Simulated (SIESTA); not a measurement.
Runs of SIESTA 5.4.2 on SrO. It takes space group Fm-3m (No. 225, cubic). Conventional cell: a = 5.133 Å, b = 5.133 Å, c = 5.133 Å, α = 90.00°, β = 90.00°, γ = 90.00°. Around Sr (site symmetry m-3m) lie 6 O at 2.57 Å. O (site symmetry m-3m) has 6 Sr at 2.57 Å as nearest neighbours. 

```csv
task,level,potentials or basis,cell,optimiser,force tolerance,energy shift,gap on the mesh (eV),pressure (GPa),V0 of scaled cells (Å³/atom),B0 (GPa)
equation of state,LDA,"PseudoDojo 0.4 standard (LDA files), DZP (energy shift 0.003 Ry; two zetas on semicore shells; d shell added on Sr)",as given,-,-,0.003 Ry,-,-,16.36,110
band structure,vdW-DF-cx,"PseudoDojo 0.4 standard (PBE files), DZP (energy shift 0.003 Ry; two zetas on semicore shells; d shell added on Sr)",as given,-,-,0.003 Ry,3.28,1.0,-,-
equation of state,PBE,"PseudoDojo 0.4 standard (PBE files), DZP (energy shift 0.003 Ry; two zetas on semicore shells; d shell added on Sr)",as given,-,-,0.003 Ry,-,-,(a),92
single point,PBE,"PseudoDojo 0.4 standard (PBE files), DZP (energy shift 0.003 Ry; two zetas on semicore shells; d shell added on Sr)",as given,-,-,0.003 Ry,(b),4.1,-,-
relaxation of cell and atoms,RPBE,"PseudoDojo 0.4 standard (PBE files), DZP (energy shift 0.002 Ry; d shell added on Sr)",relaxed,CG,0.02 eV/Å,0.002 Ry,3.44,0.0,-,-
```

Alike in all rows: no spin polarisation; k mesh 9 × 9 × 9; smearing fermi-dirac 0.05 eV; grid cutoff 800 Ry.

Question: Fill in the values left out.

Answer: (a) 17.61; (b) 3.31.

Caveats: the basis of atomic orbitals isn't converged, which shifts pressures, moduli and gaps; the potentials were made for another functional, which shifts forces and pressure (some runs); an odd mesh through Γ misses points on the zone boundary, where band edges often lie (some runs); semicore shells carry a single zeta, which can move pressures by several GPa and volumes by a few percent (some runs).

A k mesh can miss the band edges, and the runs leave out spin-orbit coupling on Sr.

Not every run made on this cell is shown here.
